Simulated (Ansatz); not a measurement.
# CuI (Marshite): the cost of one run

Computed with Ansatz 0.2.0 (DFT PBEsol, all-electron LAPW, scalar-relativistic unless said, unless a step's input says otherwise).

2 further runs of the same task are left out: 1 that didn't finish, 1 set aside as unsound or not needed. Runs told in other sessions of the task aren't counted.

## 1. The system as given

The structure is tetragonal, space group P4/nmm (No. 129). The conventional cell has a = 4.006 Å, b = 4.006 Å, c = 6.474 Å, α = 90.00°, β = 90.00°, γ = 90.00°. Around Cu (site symmetry -4m2) lie 4 I at 2.62 Å and 4 Cu at 2.83 Å. I (site symmetry 4mm) is surrounded by 4 Cu at 2.62 Å.

As a file:

```
CELL_PARAMETERS angstrom
4.00563 0.00000 0.00000
0.00000 4.00563 0.00000
0.00000 0.00000 6.47364
ATOMIC_POSITIONS crystal
Cu 0.00000 0.00000 0.00000
Cu 0.50000 0.50000 0.00000
I 0.00000 0.50000 0.26146
I 0.50000 0.00000 0.73854
```

Cartesian axes are those of the input's lattice vectors. The structure goes back to a database entry.

## 2. Reference run, LAPW

input.yaml

```yaml
crystal:
  lattice:
    - [4.00562722609, 0.0, 0.0]
    - [0.0, 4.00562722609, 0.0]
    - [0.0, 0.0, 6.47364121875]
  atoms:
    - { symbol: Cu, position: [0.0, 0.0, 0.0] }
    - { symbol: Cu, position: [0.5, 0.5, 0.0] }
    - { symbol: I, position: [0.0, 0.5, 0.261462256092] }
    - { symbol: I, position: [0.5, 0.0, 0.738537743908] }
kpoints:
  mp_grid: { grid: [6, 6, 4] }
scf:
  occupations: { method: fixed }
hamiltonian:
  xc: pbesol
  pseudopotentials: { kind: all_electron, lapw: { basis_error: 0.0005 } }
phonons:
  supercell: [1, 1, 1]
```

Started as:

```sh
$ ansatz run input.yaml --threads 1 --pin off --max-ram 3072MiB --backend cpu --events-out ev --progress --plain --runs-dir out
```

Q: Estimate wall time and peak memory on 1 thread of Arm Neoverse V2, shared host.

About 10 min, with a peak of 0.8 GiB.
